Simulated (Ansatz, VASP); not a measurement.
**One calculation of SnH5, two programs**

Contents of INCAR:

```
SYSTEM = SnH5
PREC = Accurate
ENCUT = 600
EDIFF = 1E-6
ISMEAR = 0
SIGMA = 0.1
LREAL = .False.
LASPH = .True.
NELM = 80
ALGO = Normal
ISIF = 3
LWAVE = .False.
LCHARG = .False.
GGA = PE
IBRION = 2
NSW = 90
EDIFFG = -0.04
```

File KPOINTS:

```
Automatic mesh
0
Gamma
  6 6 4
  0 0 0
```

The input POSCAR:

```
SnH5
1.0
    3.2167893306      0.0000000000      0.0000000000
    0.0000000000      3.2167893306      0.0000000000
    0.0000000000      0.0000000000      5.2540350378
Sn H
1 5
Direct
    0.5000000000      0.5000000000      0.0000000000
    0.5000000000      0.5000000000      0.4255276968
    0.5000000000      0.5000000000      0.5744723032
    0.0000000000      0.0000000000      0.3142882325
    0.0000000000      0.0000000000      0.6857117675
    0.0000000000      0.0000000000      0.5000000000
```

Input for Ansatz:

```yaml
crystal:
  lattice:
    - [3.2167893306, 0.0, 0.0]
    - [0.0, 3.2167893306, 0.0]
    - [0.0, 0.0, 5.2540350378]
  atoms:
    - { symbol: Sn, position: [0.5, 0.5, 0.0] }
    - { symbol: H, position: [0.5, 0.5, 0.4255276968] }
    - { symbol: H, position: [0.5, 0.5, 0.5744723032] }
    - { symbol: H, position: [0.0, 0.0, 0.3142882325] }
    - { symbol: H, position: [0.0, 0.0, 0.6857117675] }
    - { symbol: H, position: [0.0, 0.0, 0.5] }
basis:
  ecutwfc: 420
kpoints:
  mp_grid: { grid: [6, 6, 4] }
hamiltonian:
  xc: pbe
scf:
  occupations: { method: gaussian, width: 0.1 }
  lower_state_search: "off"
output:
  forces: true
  stress: true
  eigenvalues: true
relax:
  adjacent_minimum: "off"
  f_tol: 0.04
  max_steps: 70
  cell: { stress_tol: 0.4 }
```

Change from the starting cell: species swapped into the Hf5Pb type (P4/mmm, No. 123).

Alike in both runs: task relaxation of cell and atoms; functional PBE; k mesh 6 × 6 × 4; occupations gaussian, width 0.1 eV; no spin polarisation.

|  | VASP | Ansatz |
| --- | --- | --- |
| version | VASP 6.6.1 | Ansatz 0.2.0 |
| potentials or method | VASP PAW PBE potentials, release 64 (Sn_d, H) | scalar-relativistic, plane waves, PAW |
| plane-wave cutoff (eV) | 600 | 420 |
| valence electrons in the cell | 19 | 19 |

VASP gave:

| Property | Result |
| --- | --- |
| gap on the k mesh at the Fermi level, each at its own relaxed structure (eV) | none |
| relaxed volume (Å³/atom) | 9.15 |
| relaxed cell length with the largest relative difference (Å) | 5.489 |
| energy change over the relaxation (meV/atom) | -7 |

Q: Estimate Ansatz's values.

A: gap on the k mesh at the Fermi level, each at its own relaxed structure (eV): none; relaxed volume (Å³/atom): 9.25; relaxed cell length with the largest relative difference (Å): 5.518; energy change over the relaxation (meV/atom): -7.

A gap of «none» marks a metal or a gap that the smearing closes.
